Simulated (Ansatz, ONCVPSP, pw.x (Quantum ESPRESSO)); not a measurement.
**silicon (Si): does the ONCV potential hold in the solid?**

silicon (Si), optimised norm-conserving Vanderbilt (ONCV), made with ONCVPSP 4.0.1.1 (patched build) (LDA (Perdew-Wang 92), scalar-relativistic). Core [Ne], reference 3s2 3p2. Waves: 3s: rc 1.45 bohr, ncon 3, nbas 8, qcut 4.2 1/bohr, 2 projectors, debl 3.7 Ha; 3p: rc 1.45 bohr, ncon 3, nbas 8, qcut 5.3 1/bohr, 2 projectors, debl 3.5 Ha; d scattering state at 0.28 Ha: rc 1.20 bohr, ncon 3, nbas 8, qcut 6.9 1/bohr, 1 projector. Local part: polynomial inside 1.00 bohr (lpopt 3, dvloc0 3 Ha). Core correction: Teter function, fcfact 2.75, rcfact 1.45.

Atomic tests: cutoffs needed: 7.7 Ha and 31 Ha (the cutoffs (Ha) at which the residual kinetic energy of the hardest occupied pseudo-wave falls to 1 and 0.1 mHa per electron) The cutoffs count occupied waves only; projector 2 of the p channel, the hardest unoccupied one, needs 139 Ha at the loose tolerance.; ghost test: no bound ghost flagged; GHOST(+) flagged for s at 166.7 eV; largest excitation error: +38 meV (all-electron minus pseudo) for 3s1 3p0, out of 4 test configurations.

Crystal test: diamond Si in pw.x 7.5, no spin, 9³ k-points, Fermi–Dirac smearing 0.01 Ry, cutoffs 75/300 Ry. The reference is all-electron LAPW (Ansatz 0.2.0) with the same functional, mesh and smearing; V0 and B0 come from Birch–Murnaghan fits to the pressures at five volumes. Errors are pseudo minus all-electron; Δ is the rms difference of the E(V) curves that follow from these fits, minima aligned, over ±6 % about the mean V0. Mesh and smearing are coarse, so the numbers serve the comparison and aren't converged zero-temperature values; the lattice is a test structure that the element need not adopt.

```tsv
V (Å³/atom)	P all-electron (GPa)	P pseudo (GPa)
18.709	5.46	4.88
19.202	2.53	2.00
19.694	-0.03	-0.52
20.186	-2.29	-2.73
20.679	-4.26	-4.67
```

All-electron: a0 = 5.400 Å (V0 = 19.69 Å³/atom), B0 = 96.2 GPa.

Pseudopotential: mean pressure error (GPa): -0.49; a0 (Å): 5.391; a0 error (%): -0.17; B0 error (%): +0.3; Δ (meV/atom): 2.1.

Task: At the middle volume, how do free energy and pressure move when the wave cutoff is lowered (ecutrho kept at four times it)?

Result:

| cutoff (Ry) | shift of F (meV/atom) | shift of P (GPa) |
| --- | --- | --- |
| 34 | +9.8 | -0.05 |
| 45 | +4.7 | -0.02 |
| 60 | +0.7 | -0.02 |

Input at the middle volume:

```
&control
  calculation='scf', prefix='x', pseudo_dir='./', outdir='./tmp', tstress=.true., disk_io='none'
/
&system
  ibrav=0, nat=2, ntyp=1, ecutwfc=75, ecutrho=300, nbnd=11,
  occupations='smearing', smearing='fd', degauss=0.01
/
&electrons
  conv_thr=1e-09, mixing_beta=0.4, electron_maxstep=70
/
ATOMIC_SPECIES
Si 1.0 Si.UPF
CELL_PARAMETERS angstrom
  0.00000000 2.70050288 2.70050288
  2.70050288 0.00000000 2.70050288
  2.70050288 2.70050288 0.00000000
ATOMIC_POSITIONS crystal
Si 0.0000 0.0000 0.0000
Si 0.2500 0.2500 0.2500
K_POINTS automatic
9 9 9 0 0 0
```

```bash
pw.x < Si.scf.in > Si.scf.out
```

Lines of the output:

```
Message from routine setup:
     using ibrav=0 with symmetry is DISCOURAGED, use correct ibrav instead
     lattice parameter (alat)  =       7.2170  a.u.
     unit-cell volume          =     265.8034 (a.u.)^3
     number of electrons       =         8.00
     number of Kohn-Sham states=           11
     kinetic-energy cutoff     =      75.0000  Ry
     charge density cutoff     =     300.0000  Ry
     scf convergence threshold =      1.0E-09
     Exchange-correlation= SLA  PW   NOGX NOGC
     number of k points=    35  Fermi-Dirac smearing, width (Ry)=  0.0100
     iteration #  1     ecut=    75.00 Ry     beta= 0.40
     total energy              =     -16.88636889 Ry
     estimated scf accuracy    <       0.06046473 Ry
     iteration #  2     ecut=    75.00 Ry     beta= 0.40
     total energy              =     -16.88250177 Ry
     estimated scf accuracy    <       0.01540882 Ry
     iteration #  3     ecut=    75.00 Ry     beta= 0.40
     total energy              =     -16.88350744 Ry
     estimated scf accuracy    <       0.00026493 Ry
     iteration #  4     ecut=    75.00 Ry     beta= 0.40
     total energy              =     -16.88353486 Ry
     estimated scf accuracy    <       0.00000381 Ry
     iteration #  5     ecut=    75.00 Ry     beta= 0.40
     total energy              =     -16.88353609 Ry
     estimated scf accuracy    <       0.00000013 Ry
     iteration #  6     ecut=    75.00 Ry     beta= 0.40
     total energy              =     -16.88353612 Ry
     estimated scf accuracy    <          5.8E-09 Ry
     iteration #  7     ecut=    75.00 Ry     beta= 0.40
     the Fermi energy is     6.4070 ev
!    total energy              =     -16.88353612 Ry
     estimated scf accuracy    <          1.1E-10 Ry
     smearing contrib. (-TS)   =      -0.00037524 Ry
     The total energy is F=E-TS. E is the sum of the following terms:
     one-electron contribution =       4.98678131 Ry
     hartree contribution      =       1.07895536 Ry
     xc contribution           =      -6.05977199 Ry
     ewald contribution        =     -16.88912557 Ry
     convergence has been achieved in   7 iterations
          total   stress  (Ry/bohr**3)                   (kbar)     P=       -5.16
     Message from routine punch:
     Nothing written, as per user request (disk_io='none')
```

The run at the middle volume (35 k-points, 7 iterations) took about 23 s on one core of a shared host (Neoverse-N1, 64 threads, 124 GiB, load 50).
